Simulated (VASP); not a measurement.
# TaN (Fm-3m) in VASP: a series of runs

The runs below take TaN through single point, with PBEsol+U.

Program: VASP 6.6.1. These are calculated values, not measurements. Logs are shortened: lines on timing, memory, paths and dates and some standing lists are left out, and cuts for length are marked.

**1. The crystal as given**

Symmetry: Fm-3m, No. 225, cubic system. The conventional cell has a = 4.358 Å, b = 4.358 Å, c = 4.358 Å, α = 90.00°, β = 90.00°, γ = 90.00°. Ta (site symmetry m-3m) is surrounded by 6 N at 2.18 Å. N (site symmetry m-3m) is surrounded by 6 Ta at 2.18 Å.

**2. Single point, PBEsol+U, collinear spin, ferromagnetic start**

The input, INCAR:

```
SYSTEM = TaN
PREC = Accurate
ENCUT = 520
EDIFF = 1E-7
ISMEAR = 0
SIGMA = 0.05
LREAL = .False.
LASPH = .True.
NELM = 100
ALGO = Normal
ISIF = 2
LWAVE = .False.
LCHARG = .False.
ISPIN = 2
MAGMOM = 0.5 0
LORBIT = 11
LMAXMIX = 4
LDAU = .True.
LDAUTYPE = 2
LDAUL = 2 -1
LDAUU = 6 0
LDAUJ = 0 0
LDAUPRINT = 1
GGA = PS
```

The input, KPOINTS:

```
regular mesh
0
Gamma
  7 7 7
  0 0 0
```

The input, POSCAR:

```
TaN
1.0
    0.0000000000      2.1790013100      2.1790013100
    2.1790013100      0.0000000000      2.1790013100
    2.1790013100      2.1790013100      0.0000000000
Ta N
1 1
Direct
    0.5000000000      0.5000000000      0.5000000000
    0.0000000000      0.0000000000      0.0000000000
```

Potentials or basis: VASP PAW PBE potentials, release 64 (Ta_pv, N).

Run with:

```console
> cat potpaw_PBE.64/Ta_pv/POTCAR potpaw_PBE.64/N/POTCAR > POTCAR
> mpirun -np 1 vasp_std > vasp.out
```

OUTCAR:

```text
SYSTEM = TaN
   PREC = Accurate
   ENCUT = 520
   EDIFF = 1E-7
   ISMEAR = 0
   LREAL = .False.
   LASPH = .True.
   NELM = 100
   ISIF = 2
   ISPIN = 2
   LORBIT = 11
   GGA = PS

 ion  position               nearest neighbor table
   1  0.500  0.500  0.500-   2 2.18   2 2.18   2 2.18   2 2.18   2 2.18   2 2.18
   2  0.000  0.000  0.000-   1 2.18   1 2.18   1 2.18   1 2.18   1 2.18   1 2.18

  LATTYP: Found a face centered cubic cell.
 ALAT       =     4.3580026200

  Lattice vectors:

 A1 = (   0.0000000000,   2.1790013100,   2.1790013100)
 A2 = (   2.1790013100,   0.0000000000,   2.1790013100)
 A3 = (   2.1790013100,   2.1790013100,   0.0000000000)

Analysis of symmetry for initial positions (statically):
=====================================================================
 Subroutine PRICEL returns:
 Original cell was already a primitive cell.

 Routine SETGRP: Setting up the symmetry group for a
 face centered cubic supercell.

 Subroutine GETGRP returns: Found 48 space group operations
 (whereof 48 operations were pure point group operations)
 out of a pool of 48 trial point group operations.

The static configuration has the point symmetry O_h .

Analysis of symmetry for dynamics (positions and initial velocities):
=====================================================================
 Subroutine PRICEL returns:
 Original cell was already a primitive cell.

 Routine SETGRP: Setting up the symmetry group for a
 face centered cubic supercell.

 Subroutine GETGRP returns: Found 48 space group operations
 (whereof 48 operations were pure point group operations)
 out of a pool of 48 trial point group operations.

The dynamic configuration has the point symmetry O_h .

Analysis of structural, dynamic, and magnetic symmetry:
=====================================================================
 Subroutine PRICEL returns:
 Original cell was already a primitive cell.

 Routine SETGRP: Setting up the symmetry group for a
 face centered cubic supercell.

 Subroutine GETGRP returns: Found 48 space group operations
 (whereof 48 operations were pure point group operations)
 out of a pool of 48 trial point group operations.

The overall configuration has the point symmetry O_h .

 Subroutine INISYM returns: Found 48 space group operations
 (whereof 48 operations are pure point group operations),
 and found     1 'primitive' translations

----------------------------------------------------------------------------------------

                                     Primitive cell

  volume of cell :      20.6920

  direct lattice vectors                    reciprocal lattice vectors
     0.000000000  2.179001310  2.179001310    -0.229462918  0.229462918  0.229462918
[... 184 lines left out ...]
 fundamental gap:      0.2901431170
 Fermi energy:        10.5640123900

 spin component 1

 k-point     1 :       0.0000    0.0000    0.0000
  band No.  band energies     occupation
      1     -26.5131      1.00000
      2     -26.5131      1.00000
      3     -26.5131      1.00000
      4      -9.0509      1.00000
      5       6.2281      1.00000
      6       6.2281      1.00000
      7       6.2281      1.00000
      8       8.3586      1.00000
      9       8.3586      1.00000
     10       8.3586      1.00000
     11      10.9938      0.00000
     12      10.9938      0.00000
[... 271 lines left out ...]
 k-point    20 :      -0.2857    0.4286    0.1429
  band No.  band energies     occupation
      1     -27.0881      1.00000
      2     -27.0574      1.00000
      3     -26.7826      1.00000
      4      -6.6960      1.00000
      5       2.1441      1.00000
      6       3.1259      1.00000
      7       3.4773      1.00000
      8       9.4482      1.00000
      9      11.1358      0.00000
     10      14.1084      0.00000
     11      15.2943      0.00000
     12      15.7666      0.00000
 Fermi energy:        10.5640123900

 spin component 2

 k-point     1 :       0.0000    0.0000    0.0000
  band No.  band energies     occupation
      1     -26.5132      1.00000
      2     -26.5132      1.00000
      3     -26.5132      1.00000
      4      -9.0509      1.00000
      5       6.2281      1.00000
      6       6.2281      1.00000
      7       6.2281      1.00000
      8       8.3586      1.00000
      9       8.3586      1.00000
     10       8.3586      1.00000
     11      10.9939      0.00000
     12      11.6475      0.00000
[... 271 lines left out ...]
 k-point    20 :      -0.2857    0.4286    0.1429
  band No.  band energies     occupation
      1     -27.0881      1.00000
      2     -27.0574      1.00000
      3     -26.7826      1.00000
      4      -6.6960      1.00000
      5       2.1441      1.00000
      6       3.1259      1.00000
      7       3.4773      1.00000
      8       9.4482      1.00000
      9      11.1358      0.00000
     10      14.1084      0.00000
     11      15.2943      0.00000
     12      15.7666      0.00000

------------------------ aborting loop because EDIFF is reached ----------------------------------------

  FORCE on cell =-STRESS in cart. coord.  units (eV):
  Direction    XX          YY          ZZ          XY          YZ          ZX
  --------------------------------------------------------------------------------------
  -------------------------------------------------------------------------------------
  Total        3.2757639      3.2757639      3.2757639      0.0000000     -0.0000000      0.0000000
  in kB      253.6417296    253.6417296    253.6417296      0.0000000     -0.0000000      0.0000000
  external PRESSURE =     253.6417296 kB  Pullay stress =       0.0000000 kB

 VOLUME and BASIS-vectors are now :
 -----------------------------------------------------------------------------
  energy-cutoff  :      520.00
  volume of cell :       20.69
      direct lattice vectors                 reciprocal lattice vectors
     0.000000000  2.179001310  2.179001310    -0.229462918  0.229462918  0.229462918
     2.179001310  0.000000000  2.179001310     0.229462918 -0.229462918  0.229462918
     2.179001310  2.179001310  0.000000000     0.229462918  0.229462918 -0.229462918

 POSITION                                       TOTAL-FORCE (eV/Angst)
 -----------------------------------------------------------------------------------
      2.17900      2.17900      2.17900        -0.000000     -0.000000     -0.000000
      0.00000      0.00000      0.00000         0.000000      0.000000      0.000000
 -----------------------------------------------------------------------------------
    total drift:                                0.000000     -0.000000     -0.000000

  FREE ENERGIE OF THE ION-ELECTRON SYSTEM (eV)
  ---------------------------------------------------
  free  energy   TOTEN  =       -17.7341635682 eV

  energy  without entropy=      -17.7334703075  energy(sigma->0) =      -17.73381694

 total charge

# of ion       s       p       d       tot
------------------------------------------
    1        0.302   6.260   2.271   8.833
    2        1.224   2.593   0.000   3.816
--------------------------------------------------
tot          1.525   8.852   2.271  12.649

 magnetization (x)

# of ion       s       p       d       tot
------------------------------------------
    1       -0.000  -0.000   0.000   0.000
    2       -0.000   0.000   0.000   0.000
--------------------------------------------------
tot         -0.000  -0.000   0.000   0.000
```

Run time: 12 s. Hardware: 1 thread of Intel Xeon Platinum 8259CL at 2.50GHz (Skylake/Cascade Lake), shared host; peak memory 0.15 GiB.

What came out:

```
Free energy                                           : -17.7342 eV
Pressure                                              : 25.4 GPa
Band gap on the k mesh                                : none (metal or under the smearing width)
Net moment                                            : 0.00 μB per cell
Valence electrons inside the program's atomic spheres : Ta 8.83; N 3.82
```

Eigenvalues of the final occupation matrices:
```
    site  spin  trace               eigenvalues
site 1 d     1   1.16  0.20 0.20 0.26 0.26 0.26
site 1 d     2   1.16  0.20 0.20 0.26 0.26 0.26
```

Caveat: the PAW data sets were made with another functional, which shifts forces and pressure a little. Spin-orbit coupling is left out, which matters for the levels of Ta.

**3. Single point, PBEsol+U, collinear spin, ferromagnetic start**

The input, INCAR:

```
ALGO = Normal
EDIFF = 1E-6
ENCUT = 520
GGA = PS
ISIF = 2
ISMEAR = 0
ISPIN = 2
LASPH = T
LCHARG = F
LDAU = T
LDAUJ = 0 0
LDAUL = 2 -1
LDAUPRINT = 1
LDAUTYPE = 2
LDAUU = 6 0
LMAXMIX = 4
LORBIT = 11
LREAL = F
LWAVE = F
MAGMOM = 0.5 0
NBANDS = 19
NELM = 60
PREC = Accurate
SIGMA = 0.05
```

The input, KPOINTS:

```
k-points
0
Gamma
  7 7 7
```

POSCAR is that of step 2.

Potentials or basis: VASP PAW PBE potentials, release 64 (Ta_pv, N).

Run with:

```console
> cat potpaw_PBE.64/Ta_pv/POTCAR potpaw_PBE.64/N/POTCAR > POTCAR
> mpirun -np 1 vasp_std > vasp.out
```

Run time: 12 s. Hardware: 1 thread of Intel Xeon Platinum 8259CL at 2.50GHz (Skylake/Cascade Lake), shared host; peak memory 0.16 GiB.

The run converged. Its results:

- Free energy: -17.7342 eV
- Pressure: 25.4 GPa
- Band gap on the k mesh: none (metal or under the smearing width)
- Net moment: 0.00 μB per cell
- Valence electrons inside the program's atomic spheres: Ta 8.83; N 3.82

Levels at points of the mesh, in eV from the Fermi level:
Spin up:
```csv
k point,band 4,band 5,band 6,band 7,band 8,band 9,band 10,band 11,band 12,band 13
"(0.00, 0.00, 0.00)",-19.62,-4.34,-4.34,-4.34,-2.21,-2.21,-2.21,0.43,0.43,1.08
```
Spin down:
```tsv
k point	band 6	band 7	band 8	band 9	band 10	band 11
(0.00, 0.00, 0.00)	-4.34	-4.34	-2.21	-2.21	-2.21	0.43
```

Eigenvalues of the final occupation matrices:
```
    site  spin  trace               eigenvalues
site 1 d     1   1.16  0.20 0.20 0.26 0.26 0.26
site 1 d     2   1.16  0.20 0.20 0.26 0.26 0.26
```

Caveat: the PAW data sets were made with another functional, which shifts forces and pressure a little. The state reached can hang on the start; a lower one may exist.

(Part 1 of 2 ends here.)
